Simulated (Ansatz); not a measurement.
The system is WS2, a slab with vacuum.

```xyz
12
Lattice="3.1831 0.0000 0.0000 -1.5916 2.7567 0.0000 0.0000 0.0000 35.1806" Properties=species:S:1:pos:R:3 pbc="T T T"
W     0.0000    1.8378   20.8380
W     0.0000    1.8378    7.8593
W     1.5916    0.9189   27.3212
W     1.5916    0.9189   14.3425
S     0.0000    1.8378   28.8885
S     0.0000    1.8378   15.9024
S     1.5916    0.9189   22.3967
S     1.5916    0.9189    9.4193
S     0.0000    1.8378   25.7613
S     0.0000    1.8378   12.7839
S     1.5916    0.9189   19.2781
S     1.5916    0.9189    6.2921
```

A run of Ansatz 0.2.0 on this cell left the log below. Logs are shortened: lines on timing, memory, paths and dates and some standing lists are left out, and cuts for length are marked.

```text
Warning: RAYON_NUM_THREADS=4 ignored (pool sized by the plan → 4); use --threads N
Engine: ansatz 0.2.0, aarch64-unknown-linux-gnu
Pseudopotentials: kind: paw
Pseudopotential: W, paw, valence charge 14, recommended cutoff 420 eV (normal), W.paw.azcp
Pseudopotential: S, paw, valence charge 6, recommended cutoff 420 eV (normal), S.paw.azcp
Functional definition: PBE
  parameter kappa = 0.804
  parameter beta = 0.06672455060314922
  exchange = pbe_x(kappa = kappa, mu = beta*pi^2/3)
  correlation = pbe_c(beta = beta)
Crystal: 12 atoms, lattice volume = 308.702 Å³
Basis set: ecut = 420 eV, 6081 PW (Γ), exchange–correlation on 48×48×480 points (8 copies of the dense FFT grid, shifted against one another)
Bands: 64, of which v1, the nominal top of the filled ones, is band 52 counted from 1 (51 counted from 0)
Symmetry: 12 space group operations
Space group: P-3m1 (ITA 164), of the structure as read, at distance tolerance 6.8e-5 Å
[... 211 lines left out ...]
  k-point 1: bands = ["-68.9292", "-68.9292", "-68.9292", "-68.9292", "-33.1968", "-33.1968", "-33.1968", "-33.1968", "-33.0867", "-33.0867", "-33.0867", "-33.0867", "-33.0623", "-33.0623", "-33.0622", "-33.0622", "-9.5357", "-9.5310", "-9.5258", "-9.5216", "-8.0223", "-8.0129", "-8.0023", "-7.9935", "-1.1517", "-1.1092", "-1.0579", "-1.0148", "1.7792", "1.7798", "1.7804", "1.7807", "2.2809", "2.3514", "2.3519", "2.3524", "2.3525", "2.3632", "2.4563", "2.5280", "3.1676", "3.1686", "3.1696", "3.1702", "3.5634", "3.6113", "3.6844", "3.7615", "4.7859", "4.8762", "4.9742", "5.0467", "7.6306", "7.6656", "7.7122", "7.7574", "7.7736", "7.8060", "7.8128", "7.8162", "7.9088", "7.9128", "7.9175", "7.9214"]
  k-point 2: bands = ["-68.9251", "-68.9251", "-68.9251", "-68.9251", "-33.1818", "-33.1818", "-33.1817", "-33.1817", "-33.1694", "-33.1694", "-33.1693", "-33.1693", "-33.0817", "-33.0817", "-33.0816", "-33.0816", "-9.0851", "-9.0805", "-9.0754", "-9.0713", "-7.8553", "-7.8473", "-7.8382", "-7.8309", "-0.6648", "-0.6245", "-0.5759", "-0.5348", "0.9115", "0.9142", "0.9174", "0.9202", "1.5490", "1.5927", "1.6409", "1.6777", "2.6349", "2.6361", "2.6373", "2.6382", "2.7694", "2.7703", "2.7713", "2.7718", "3.4524", "3.5120", "3.5908", "3.6629", "4.4521", "4.4825", "4.5140", "4.5360", "7.1762", "7.2648", "7.3831", "7.4960", "7.6463", "7.6511", "7.6567", "7.6614", "7.8700", "7.9254", "7.9834", "8.0242"]
  k-point 13: bands = ["-68.9127", "-68.9127", "-68.9127", "-68.9127", "-33.3131", "-33.3131", "-33.3131", "-33.3131", "-33.2440", "-33.2440", "-33.2439", "-33.2439", "-33.1358", "-33.1358", "-33.1358", "-33.1358", "-7.3364", "-7.3353", "-7.3341", "-7.3335", "-7.1917", "-7.1905", "-7.1893", "-7.1886", "-0.6140", "-0.6104", "-0.6064", "-0.6031", "-0.4552", "-0.4529", "-0.4505", "-0.4489", "0.7762", "0.7768", "0.7777", "0.7780", "1.2067", "1.2160", "1.2277", "1.2380", "1.7123", "1.7284", "1.7445", "1.7557", "2.7575", "2.7637", "2.7716", "2.7787", "4.8714", "4.8781", "4.8859", "4.8923", "7.0335", "7.0357", "7.0382", "7.0399", "8.3114", "8.3702", "8.4436", "8.5077", "8.8264", "8.8610", "8.8969", "8.9221"]
--- Relaxed structure (9 steps of the walk, 9 accepted, 1 SCFs on fresh bases) ---
  F+E_penalty+E_count = -48765.76171018 eV   max|allowed force component| = 1.084e-3 eV/Å   (the final SCF, on the basis selected at the relaxed cell)
  cell:  # Å, volume = 332.9627 Å³
    - [3.1878215012588087, -2.9026664370669615e-33, 1.191302683546232e-32]
    - [-1.5939107506294043, 2.7607344028203755, -6.62152929696078e-32]
    - [1.01255329913919e-31, -7.0519491732953e-31, 37.833543280246936]
  atoms:
    - { symbol: W, position: [0.3333333333333333, 0.6666666666666666, 0.597502267271644] }
    - { symbol: W, position: [0.3333333333333333, 0.6666666666666666, 0.20710927546047983] }
    - { symbol: W, position: [0.6666666666666666, 0.3333333333333333, 0.7928907245395199] }
    - { symbol: W, position: [0.6666666666666666, 0.3333333333333333, 0.402497732728356] }
    - { symbol: S, position: [0.3333333333333333, 0.6666666666666666, 0.8344159612812224] }
    - { symbol: S, position: [0.3333333333333333, 0.6666666666666666, 0.44402270200621263] }
    - { symbol: S, position: [0.6666666666666666, 0.3333333333333333, 0.6390272893918184] }
    - { symbol: S, position: [0.6666666666666666, 0.3333333333333333, 0.2486358739590481] }
    - { symbol: S, position: [0.3333333333333333, 0.6666666666666666, 0.7513641260409518] }
    - { symbol: S, position: [0.3333333333333333, 0.6666666666666666, 0.36097271060818154] }
    - { symbol: S, position: [0.6666666666666666, 0.3333333333333333, 0.5559772979937874] }
    - { symbol: S, position: [0.6666666666666666, 0.3333333333333333, 0.16558403871877744] }
```

Question: Write the input and the command behind it.

Answer: Relaxation of cell and atoms with PBE, no spin polarisation. The files as run (others can give the same):

input.yaml
```yaml
crystal:
  lattice:
    - [3.1831225544, 0.0, 0.0]
    - [-1.5915612772, 2.7566649955, 0.0]
    - [0.0, 0.0, 35.1805582101]
  atoms:
    - { symbol: W, position: [0.3333333333, 0.6666666667, 0.59231661] }
    - { symbol: W, position: [0.3333333333, 0.6666666667, 0.2234] }
    - { symbol: W, position: [0.6666666667, 0.3333333333, 0.7766] }
    - { symbol: W, position: [0.6666666667, 0.3333333333, 0.40768339] }
    - { symbol: S, position: [0.3333333333, 0.6666666667, 0.82114964] }
    - { symbol: S, position: [0.3333333333, 0.6666666667, 0.45202369] }
    - { symbol: S, position: [0.6666666667, 0.3333333333, 0.63662107] }
    - { symbol: S, position: [0.6666666667, 0.3333333333, 0.26774184] }
    - { symbol: S, position: [0.3333333333, 0.6666666667, 0.73225816] }
    - { symbol: S, position: [0.3333333333, 0.6666666667, 0.36337893] }
    - { symbol: S, position: [0.6666666667, 0.3333333333, 0.54797631] }
    - { symbol: S, position: [0.6666666667, 0.3333333333, 0.17885036] }
hamiltonian:
  xc: pbe
  pseudopotentials: { kind: paw }
kpoints:
  mp_grid: { grid: [10, 10, 1] }
scf:
  occupations: { method: fermi_dirac, width: 0.05 }
output:
  forces: true
  stress: true
  eigenvalues: true
relax:
  f_tol: 0.01
  max_steps: 40
  cell: { stress_tol: 0.05 }
```

Potentials or basis: Ansatz PAW.
Launch:
```sh
$ ansatz run input.yaml --threads 4 --pin off --max-ram 11264MiB --backend cpu --events-out ev --progress --plain --runs-dir out
```

Caveat: the plane-wave basis is chosen anew once the cell has moved, so the energies of steps on either side of that aren't comparable; spin-orbit coupling is left out, which moves the levels of the heavy elements; without dispersion, layers of such crystals drift apart on relaxing, which shifts levels and gaps; volumes and pressures include the vacuum.
